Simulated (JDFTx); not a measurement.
A run of JDFTx 1.7.0 (patched build):

bands.in

```
lattice \
    3.1130000000    -1.5565000000     0.0000000000 \
    0.0000000000     2.6959370820     0.0000000000 \
    0.0000000000     0.0000000000     4.9810000000
latt-scale 1.889726124626 1.889726124626 1.889726124626
coords-type Lattice
ion Al     0.6666666667     0.3333333333     0.5000000000 1
ion Al     0.3333333333     0.6666666667     0.0000000000 1
ion N      0.6666666667     0.3333333333     0.8800000000 1
ion N      0.3333333333     0.6666666667     0.3800000000 1

ion-species pseudo/Al.upf
ion-species pseudo/N.upf
elec-cutoff 40 320
elec-ex-corr mgga-x-task lda-c-pw
elec-smearing Fermi 0.0018374661
elec-n-bands 23
electronic-minimize nIterations 30 energyDiffThreshold 1e-06
davidson-band-ratio 1.3
forces-output-coords Cartesian
include path.kpoints
symmetries none
fix-electron-density run.$VAR

dump-name bands.$VAR
dump End Ecomponents EigStats BandEigs Kpoints Forces
```

Contents of path.kpoints:

```
kpoint +0.0000000000 +0.0000000000 +0.0000000000 0.020000000000
kpoint +0.0833333333 +0.0000000000 +0.0000000000 0.020000000000
kpoint +0.1666666667 +0.0000000000 +0.0000000000 0.020000000000
kpoint +0.2500000000 +0.0000000000 +0.0000000000 0.020000000000
kpoint +0.3333333333 +0.0000000000 +0.0000000000 0.020000000000
kpoint +0.4166666667 +0.0000000000 +0.0000000000 0.020000000000
kpoint +0.5000000000 +0.0000000000 +0.0000000000 0.020000000000
kpoint +0.4444444444 +0.1111111111 +0.0000000000 0.020000000000
kpoint +0.3888888889 +0.2222222222 +0.0000000000 0.020000000000
kpoint +0.3333333333 +0.3333333333 +0.0000000000 0.020000000000
kpoint +0.2916666667 +0.2916666667 +0.0000000000 0.020000000000
kpoint +0.2500000000 +0.2500000000 +0.0000000000 0.020000000000
kpoint +0.2083333333 +0.2083333333 +0.0000000000 0.020000000000
kpoint +0.1666666667 +0.1666666667 +0.0000000000 0.020000000000
kpoint +0.1250000000 +0.1250000000 +0.0000000000 0.020000000000
kpoint +0.0833333333 +0.0833333333 +0.0000000000 0.020000000000
kpoint +0.0416666667 +0.0416666667 +0.0000000000 0.020000000000
kpoint +0.0000000000 +0.0000000000 +0.0000000000 0.020000000000
kpoint +0.0000000000 +0.0000000000 +0.1666666667 0.020000000000
kpoint +0.0000000000 +0.0000000000 +0.3333333333 0.020000000000
kpoint +0.0000000000 +0.0000000000 +0.5000000000 0.020000000000
kpoint +0.0714285714 +0.0000000000 +0.5000000000 0.020000000000
kpoint +0.1428571429 +0.0000000000 +0.5000000000 0.020000000000
kpoint +0.2142857143 +0.0000000000 +0.5000000000 0.020000000000
kpoint +0.2857142857 +0.0000000000 +0.5000000000 0.020000000000
kpoint +0.3571428571 +0.0000000000 +0.5000000000 0.020000000000
kpoint +0.4285714286 +0.0000000000 +0.5000000000 0.020000000000
kpoint +0.5000000000 +0.0000000000 +0.5000000000 0.020000000000
kpoint +0.4583333333 +0.0833333333 +0.5000000000 0.020000000000
kpoint +0.4166666667 +0.1666666667 +0.5000000000 0.020000000000
kpoint +0.3750000000 +0.2500000000 +0.5000000000 0.020000000000
kpoint +0.3333333333 +0.3333333333 +0.5000000000 0.020000000000
kpoint +0.2962962963 +0.2962962963 +0.5000000000 0.020000000000
kpoint +0.2592592593 +0.2592592593 +0.5000000000 0.020000000000
kpoint +0.2222222222 +0.2222222222 +0.5000000000 0.020000000000
kpoint +0.1851851852 +0.1851851852 +0.5000000000 0.020000000000
kpoint +0.1481481481 +0.1481481481 +0.5000000000 0.020000000000
kpoint +0.1111111111 +0.1111111111 +0.5000000000 0.020000000000
kpoint +0.0740740741 +0.0740740741 +0.5000000000 0.020000000000
kpoint +0.0370370370 +0.0370370370 +0.5000000000 0.020000000000
kpoint +0.0000000000 +0.0000000000 +0.5000000000 0.020000000000
kpoint +0.5000000000 +0.0000000000 +0.5000000000 0.020000000000
kpoint +0.5000000000 +0.0000000000 +0.3333333333 0.020000000000
kpoint +0.5000000000 +0.0000000000 +0.1666666667 0.020000000000
kpoint +0.5000000000 +0.0000000000 +0.0000000000 0.020000000000
kpoint +0.3333333333 +0.3333333333 +0.0000000000 0.020000000000
kpoint +0.3333333333 +0.3333333333 +0.1250000000 0.020000000000
kpoint +0.3333333333 +0.3333333333 +0.2500000000 0.020000000000
kpoint +0.3333333333 +0.3333333333 +0.3750000000 0.020000000000
kpoint +0.3333333333 +0.3333333333 +0.5000000000 0.020000000000
```

Potentials or basis: SG15-PBE-1.2.

The run is started by

```console
$ jdftx -c 1 -i bands.in -o bands.out
```

Hardware: 1 thread of Intel(R) Xeon(R) Platinum 8488C (Sapphire Rapids), with other jobs on the host.

Task: How long does it take, and how much memory?

Result: Wall time 91 s on 1 thread of Intel(R) Xeon(R) Platinum 8488C (Sapphire Rapids), on a shared host, peak memory 0.13 GiB. Counts: scf iterations 0, bands 23, plane waves 3411.
